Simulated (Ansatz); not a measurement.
A surface is cut from this relaxed crystal of Cu:

```
Cu
1.0
     0.00000    1.81487    1.81487
     1.81487    0.00000    1.81487
     1.81487    1.81487    0.00000
Cu
1
Direct
  0.00000 0.00000 0.00000
```

Miller indices refer to the conventional cell of Fm-3m (No. 225), a = 3.630 Å, b = 3.630 Å, c = 3.630 Å, α = 90.00°, β = 90.00°, γ = 90.00°.

These are results of Ansatz, DFT PBE, scalar-relativistic, plane waves, PAW, not measurements. Cutoff 420 eV, Gaussian smearing of 0.10 eV, no spin polarisation. A dipole correction acts along the normal.

A relaxed slab with low-index faces, about a nanometre thick, has these properties:

```yaml
Surface_energy_mean_of_both_faces: 1.55 J/m²
Work_function: 4.34 eV
```

Question: Which low-index plane was cut?

Answer: The (110) plane.